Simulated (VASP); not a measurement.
Runs of VASP 6.6.1 on Ni. The structure is cubic, space group Fm-3m (No. 225). The conventional cell has a = 3.475 Å, b = 3.475 Å, c = 3.475 Å, α = 90.00°, β = 90.00°, γ = 90.00°. Ni (site symmetry m-3m) has 12 Ni at 2.46 Å as nearest neighbours. 

```tsv
task	level	cell	cutoff (eV)	smearing	gap on the mesh (eV)	pressure (GPa)	moment (μB)	relaxed volume (Å³/atom)
single point	PBE	as given	520	gaussian 0.013 eV	none	7.7	0.62	-
band structure	TB-mBJ	as given	520	fermi-dirac 0.05 eV	-	-	0.67	-
relaxation of cell and atoms	vdW-DF-cx	relaxed	600	fermi-dirac 0.05 eV	none	0.0	0.62	10.46
band structure	MS2	as given	520	fermi-dirac 0.05 eV	-	(a)	0.72	-
relaxation of cell and atoms	optB88-vdW	relaxed	600	fermi-dirac 0.05 eV	none	0.0	0.62	(b)
```

Alike in all rows: potentials or basis VASP PAW PBE potentials, release 64 (Ni); spin collinear, ferromagnetic start; k mesh 13 × 13 × 13.

Fill in the values left out.

(a) -3.1; (b) 10.81.

Caveats: the PAW data sets were made with another functional, which shifts forces and pressure a little (some runs).

A gap of «none» marks a metal or a gap under the smearing width.
